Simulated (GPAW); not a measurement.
Input of a GPAW 26.7.0 run:

run.py

```python
from ase.dft.bandgap import bandgap
from ase.io import read, write
from ase.units import GPa
from gpaw import GPAW, PW

atoms = read('Al.xyz')

calc = GPAW(mode=PW(600),
            xc='PBE',
            kpts={'size': (11, 11, 6), 'gamma': True},
            occupations={'name': 'fermi-dirac', 'width': 0.05},
            nbands=10,
            convergence={'density': 1e-05, 'energy': 1e-05},
            maxiter=150,
            txt='gpaw.txt')
atoms.calc = calc
energy = atoms.get_potential_energy()
forces = atoms.get_forces()
stress = atoms.get_stress()
calc.write('gs.gpw')
write('result.traj', atoms)
print(f'Energy: {energy:.6f} eV')
print('Forces (eV/A):')
print(forces.round(4))
print('Stress (GPa):', (stress / GPa).round(3))
print('Fermi level:', round(calc.get_fermi_level(), 4), 'eV')
print(f'Gap: {bandgap(calc)[0]:.4f} eV, direct: {bandgap(calc, direct=True)[0]:.4f} eV')
```

Contents of Al.xyz:

```xyz
2
Lattice="2.8124553515 0.0000000000 0.0000000000 -1.4062276757 2.4356577814 0.0000000000 0.0000000000 0.0000000000 4.8668500000" Properties=species:S:1:pos:R:3 pbc="T T T"
Al    -0.0254991264      1.5757950792      1.1943249900
Al     1.4068773530      0.8259802668      3.6656043493
```

Potentials or basis: GPAW PAW data sets (gpaw-data 1.2.1), pw.

Command:

```sh
$ OMP_NUM_THREADS=1 python run.py
```

(1) Predict the pressure.

(2) Predict the largest force.

(3) Estimate the band gap on the k mesh.

Answers

(1) 0.4 GPa.

(2) 0.138 eV/Å.

(3) none (metal or under the smearing width).
